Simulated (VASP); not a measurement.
# BP in VASP: how settings move the r2SCAN single point

The r2SCAN single point of BP built on the zincblende prototype, under -3.0 % equal strain in all directions is repeated with altered inputs. Which of them can be trusted?

Program: VASP 6.6.1. PAW datasets, plane waves. Computed at 0 K without zero-point motion; spin polarisation is off.

### Step 1. Starting point

The cell comes from an earlier relaxation with r2SCAN in another program.

It is cubic, F-43m (No. 216); conventional cell a = 4.401 Å, 10.65 Å³ an atom. Around B lie 4 P at 1.91 Å; around P lie 4 B at 1.91 Å.

As a file:

```cif
data_structure
_symmetry_space_group_name_H-M 'P 1'
_symmetry_Int_Tables_number 1
_cell_length_a 3.1116
_cell_length_b 3.1116
_cell_length_c 3.1116
_cell_angle_alpha 60.000
_cell_angle_beta 60.000
_cell_angle_gamma 60.000
_cell_volume 21.30
loop_
_atom_site_label
_atom_site_type_symbol
_atom_site_fract_x
_atom_site_fract_y
_atom_site_fract_z
_atom_site_occupancy
B1 B 0.00000 0.00000 0.00000 1
P1 P 0.25000 0.25000 0.25000 1
```

### Step 2. The reference run

The input, INCAR:

```
ENCUT = 520.000000
SIGMA = 0.010000
EDIFF = 1.00e-07
ALGO = Normal
METAGGA = R2SCAN
PREC = Accurate
IBRION = -1
ISIF = 2
ISMEAR = 0
NBANDS = 11
NELM = 120
NSW = 0
LASPH = .TRUE.
LCHARG = .TRUE.
LELF = .TRUE.
LWAVE = .FALSE.
LREAL = .FALSE.
```

The input, KPOINTS:

```
KPOINTS created by Atomic Simulation Environment
0
Gamma
10 10 10
0 0 0
```

The input, POSCAR:

```
B  P
 1.0000000000000000
     0.0000000000000000    2.2002661989000001    2.2002661989000001
     2.2002661989000001    0.0000000000000000    2.2002661989000001
     2.2002661989000001    2.2002661989000001    0.0000000000000000
 B   P
   1   1
Cartesian
  0.0000000000000000  0.0000000000000000  0.0000000000000000
  1.1001330994499998  1.1001330994499998  1.1001330994499998
```

A file KPOINTS_OPT adds named points for the levels; it doesn't enter the self-consistent loop.

Potentials: the recommended PBE PAW datasets, 8 valence electrons.

Command:

```bash
$ mpirun -np 1 vasp_std
```

### Step 3. Variant 1

The input, INCAR:

```
SIGMA = 0.010000
EDIFF = 1.00e-07
ALGO = Normal
METAGGA = R2SCAN
PREC = Accurate
IBRION = -1
ISIF = 2
ISMEAR = 0
NBANDS = 11
NELM = 120
NSW = 0
LASPH = .TRUE.
LCHARG = .FALSE.
LWAVE = .FALSE.
LREAL = .FALSE.
ENCUT = 600
```

KPOINTS is that of step 2.

POSCAR is that of step 2.

### Step 4. Variant 2

INCAR, as its differences from that of step 2:

```diff
@@ -10,8 +10,9 @@
 NBANDS = 11
-NELM = 120
 NSW = 0
 LASPH = .TRUE.
-LCHARG = .TRUE.
-LELF = .TRUE.
+LCHARG = .FALSE.
 LWAVE = .FALSE.
 LREAL = .FALSE.
+ISYM = 1
+NELECT = 8.1
+NELM = 67
```

KPOINTS is that of step 2.

POSCAR is that of step 2.

### Step 5. Variant 3

INCAR, as its differences from that of step 2:

```diff
@@ -10,8 +10,7 @@
 NBANDS = 11
-NELM = 120
 NSW = 0
-LASPH = .TRUE.
-LCHARG = .TRUE.
-LELF = .TRUE.
+LCHARG = .FALSE.
 LWAVE = .FALSE.
 LREAL = .FALSE.
+LASPH = .FALSE.
+NELM = 97
```

KPOINTS is that of step 2.

POSCAR is that of step 2.

**Question.** What will these runs give? Wanted: for each run, changed; ending; energy change; pressure; electronic steps; usable.

**Answer**, as computed:

| run | changed | ending | energy change (meV/atom) | pressure (GPa) | gap on the mesh (eV; negative: overlap) | electronic steps | time | usable |
| --- | --- | --- | --- | --- | --- | --- | --- | --- |
| ref. | – | converged | 0 | 17.7 | 1.32 | 14 | 32 s | yes |
| 1 | ENCUT = 600 | converged | -1.3 | 17.7 | 1.32 | 14 | 61 s | yes |
| 2 | ISYM = 1, NELECT = 8.1, NELM = 67 | converged | – | 26.2 | – | 14 | 26 s | no |
| 3 | LASPH = .FALSE., NELM = 97 | converged | 0.0 | 17.7 | 1.32 | 14 | 23 s | yes |

**Reading.** Of 3 altered inputs, 1 ended normally on a faulty or unsound input, 2 gave usable results. Among the usable ones with comparable energies, «ENCUT = 600» moves the energy most, by -1.3 meV/atom.
